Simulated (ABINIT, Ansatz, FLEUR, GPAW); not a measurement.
Fe: 5 runs at one level of theory

```
CELL_PARAMETERS angstrom
-1.48153 1.43424 1.45901
1.46753 -1.43096 1.44173
1.45354 1.40297 -1.45574
ATOMIC_POSITIONS crystal
Fe 0.98721 0.99305 0.98531
```

The given cell was strained at random by a few per cent at fixed volume.

Alike in all runs: task single point; functional PBEsol; k mesh 13 × 13 × 13; occupations fermi-dirac, width 0.05 eV; collinear spin, ferromagnetic start; no spin-orbit coupling. Pressure is positive in compression and, in plane waves, holds the error of the finite cutoff, which Ansatz's Pulay term estimates and takes out.

```
                           program and potentials  plane-wave cutoff (eV)                                                                                                                            notes  pressure (GPa)  net moment per atom (μB)  energy over the undisturbed cell (meV/atom)
                               Ansatz, Ansatz PAW                     420  potentials made for PBE, which Ansatz adapts in part; 16 valence electrons an atom on average; Pulay term of +0.09 GPa included          -17.75                      2.27                                         2.91
GPAW, PAW data sets generated for this functional                     600                                                                                           8 valence electrons an atom on average          -15.80                      2.26                                         3.02
   Ansatz, all-electron LAPW, scalar-relativistic                       -                                                                                                                                -          -17.91                      2.26                                            -
  ABINIT, PseudoDojo NC SR PBEsol v0.4.1 standard                    1225                                                                                          16 valence electrons an atom on average          -15.21                      2.40                                            -
                       FLEUR, all-electron, FLAPW                       -                                                                                                                                -               -                      2.27                                         2.93
```

The pressure spans -17.91 (Ansatz, all-electron LAPW, scalar-relativistic) to -15.21 GPa (ABINIT, PseudoDojo NC SR PBEsol v0.4.1 standard), with all-electron results at -17.91. The net moment per atom spans 2.26 (Ansatz, all-electron LAPW, scalar-relativistic) to 2.40 μB (ABINIT, PseudoDojo NC SR PBEsol v0.4.1 standard), with all-electron results at 2.26 to 2.27. The cell lies far from this level's equilibrium. The state is the one that the start led to, which needn't be the lowest.

Differences between rows come from potentials, basis sets and numerical settings, since the functional is the same but for its coding. Runs on potential files found faulty are left out.

The negative pressures mean that this ferromagnetic iron cell is stretched relative to its PBEsol equilibrium volume. Expansion narrows the 3d bands and favours exchange splitting, so the moment should lie somewhat above its value at that equilibrium. Four of the five runs agree on 2.26 to 2.27 μB; the ABINIT value of 2.40 μB stands apart and probably reflects how its pseudopotential describes spin polarisation. That run also shows the weakest tension, as magnetovolume coupling would suggest, since a larger moment favours a larger volume. The moment can't account for the whole pressure spread, however: GPAW gives -15.80 GPa with a moment of 2.26 μB.

The distortion costs 2.91 to 3.02 meV/atom in the three runs that report it. With one atom per cell there is no internal relaxation to soften the response, so this is purely the elastic cost of changing the cell's shape. Its close agreement suggests that errors affecting the pressure largely cancel between cells of equal volume. A single random strain doesn't separate the individual shear constants.
